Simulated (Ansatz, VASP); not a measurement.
One calculation of Mg, two programs

```
Mg
1.0
     0.00000    3.48144    3.48144
     3.48144    0.00000    3.48144
     3.48144    3.48144    0.00000
Mg
3
Direct
  0.25000 0.25000 0.25000
  0.50000 0.50000 0.50000
  0.75000 0.75000 0.75000
```

Alike in both runs: functional PBE; k mesh 12 × 12 × 12; occupations gaussian, width 0.1 eV; no spin polarisation.

Ansatz relaxed the structure, and its values are those at the end. VASP's run is a single point on that final structure, the one shown.

|  | VASP | Ansatz |
| --- | --- | --- |
| version | VASP 6.6.1 | Ansatz 0.2.0 |
| potentials or method | VASP PAW PBE potentials, release 64 (Mg) | scalar-relativistic, plane waves, PAW |
| plane-wave cutoff (eV) | 520 | 420 |
| valence electrons in the cell | 6 | 30 |

|  | VASP | Ansatz | Ansatz less VASP |
| --- | --- | --- | --- |
| gap on the k mesh at the Fermi level (eV) | none | none | - |
| pressure (GPa) | 0.0 | 0.0 | +0.06 |

A gap of «none» marks a metal or a gap that the smearing closes. The two sets of potentials don't hold the same shells in valence.
